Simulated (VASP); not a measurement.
Write the native input for VASP 6.6.1 that does the following.

```
Task                   : single point
Functional             : PBE
Dispersion             : D3(BJ)
Potentials or basis    : VASP PAW PBE potentials, release 64 (B, N)
Cutoff                 : 520 eV
k mesh                 : 12 × 12 × 1
Occupations            : gaussian, width 0.02 eV
Spin                   : no spin polarisation
Dipole correction      : yes
Further INCAR settings : ALGO = Fast; EDIFF = 1e-07; NBANDS = 26
```

The structure of BN lies in POSCAR:

```
BN
1.0
    2.5064254180      0.0000000000      0.0000000000
   -1.2532127090      2.1706280847      0.0000000000
    0.0000000000      0.0000000000     45.8423717808
B N
4 4
Direct
    0.6666666667      0.3333333333      0.3917902204
    0.3333333333      0.6666666667      0.4639300735
    0.6666666667      0.3333333333      0.5360699265
    0.3333333333      0.6666666667      0.6082097796
    0.3333333333      0.6666666667      0.3917902204
    0.6666666667      0.3333333333      0.4639300735
    0.3333333333      0.6666666667      0.5360699265
    0.6666666667      0.3333333333      0.6082097796
```

The input as run:

INCAR

```
  PREC = Accurate
  ENCUT = 520
  EDIFF = 1E-7
  ISMEAR = 0
  SIGMA = 0.02
  LREAL = F
  LASPH = T
  NELM = 100
  ALGO = Fast
  ISIF = 2
  LWAVE = F
  LCHARG = T
  LDIPOL = T
  IDIPOL = 3
  DIPOL = 0.5 0.5 0.500
  GGA = PE
  IVDW = 12
  LELF = T
  LVHAR = T
  LVACPOTAV = T
  NBANDS = 26
```

KPOINTS

```
Automatic mesh
0
Gamma
  12 12 1
```

Potentials or basis: VASP PAW PBE potentials, release 64 (B, N).

Run with:

```console
$ cat potpaw_PBE.64/B/POTCAR potpaw_PBE.64/N/POTCAR > POTCAR
$ mpirun -np 1 vasp_std > vasp.out
```

It gave:

```yaml
Largest_force: 0.029 eV/Å
Band_gap_on_the_k_mesh: 4.32 eV, indirect (least direct gap 4.67 eV)
Dispersion_energy_per_atom: -0.124 eV
Ionisation_potential_of_the_upper_face: 5.85 eV
```

It took 5.3 min on 1 thread of Intel(R) Xeon(R) Platinum 8259CL CPU @ 2.50GHz (Skylake/Cascade Lake), with other jobs on the host, peak memory 0.42 GiB.
